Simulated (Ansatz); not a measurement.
# WS2: the cost of one run

Computed with Ansatz 0.2.0 (DFT PBEsol, scalar-relativistic, plane waves, PAW, unless a step's input says otherwise).

1 further run of the same task is left out (set aside as unsound or not needed). Runs told in other sessions of the task aren't counted.

## (1) The structure to begin with

It takes space group P-3m1 (No. 164, trigonal). Conventional cell: a = 3.146 Å, b = 3.146 Å, c = 23.571 Å, α = 90.00°, β = 90.00°, γ = 120.00°. W (site symmetry 3m) is surrounded by 6 S at 2.40 Å. S (site symmetry 3m) has 3 W at 2.40 Å in its first shell of neighbours.

Structure file:

```cif
data_structure
_symmetry_space_group_name_H-M 'P-3m1'
_symmetry_Int_Tables_number 164
_cell_length_a 3.1461
_cell_length_b 3.1461
_cell_length_c 23.5710
_cell_angle_alpha 90.000
_cell_angle_beta 90.000
_cell_angle_gamma 120.000
_cell_volume 202.04
loop_
_atom_site_label
_atom_site_type_symbol
_atom_site_symmetry_multiplicity
_atom_site_Wyckoff_symbol
_atom_site_fract_x
_atom_site_fract_y
_atom_site_fract_z
_atom_site_occupancy
W1 W 2 d 0.33333 0.66667 0.63457 1
S1 S 2 d 0.33333 0.66667 0.29897 1
S2 S 2 d 0.66667 0.33333 0.56805 1
```

It goes back to an entry of the Materials Project, which need not be the stable form.

It is the result of an earlier relaxation at this level (volume 33.67 Å³/atom; gap on the mesh: 1.53 eV).

## (4) Plan of the scan

The energy is mapped over two homogeneous strains (x along [1 0 0], y along [1 2 0], z along [0 0 1] of the conventional cell).

- equal engineering shear yz, xz and xy: 5 values from −11.0 to 11.0 %
- equal normal strain along x, y and z: 5 values from −5.0 to 5.0 %

Nothing else is relaxed (fractional coordinates fixed). Energies count from the relaxed crystal. Points are written as (first, second).

(The set-up runs are not shown.)

## (5) The run at (11.0 %, 5.0 %)

Contents of input.yaml:

```yaml
crystal:
  lattice:
    - [3.3033682908, 0.1730335771, 0.1730335771]
    - [-1.5018326719, 2.7742840693, 0.0633346849]
    - [1.296403015, 1.296403015, 24.7495121041]
  atoms:
    - { symbol: W, position: [0.3333333333, 0.6666666667, 0.6345659624] }
    - { symbol: W, position: [0.6666666667, 0.3333333333, 0.3654340376] }
    - { symbol: S, position: [0.3333333333, 0.6666666667, 0.2989660749] }
    - { symbol: S, position: [0.6666666667, 0.3333333333, 0.5680485953] }
    - { symbol: S, position: [0.3333333333, 0.6666666667, 0.4319514047] }
    - { symbol: S, position: [0.6666666667, 0.3333333333, 0.7010339251] }
basis:
  ecutwfc: 420
kpoints:
  mp_grid: { grid: [12, 12, 2] }
hamiltonian:
  xc: pbesol
  pseudopotentials: { kind: paw, azcp: { folder: soft_1 } }
scf:
  occupations: { method: gaussian, width: 0.05 }
output:
  forces: true
  stress: true
  eigenvalues: true
```

Started as:

```console
$ ansatz run input.yaml --threads 2 --pin off --max-ram 4096MiB --backend cpu --events-out ev --progress --plain --runs-dir out
```

**Question.** How long does this run take on 2 threads of Arm Neoverse N1, shared host, and how much memory does it need?

About 61 s, with a peak of 0.96 GiB.
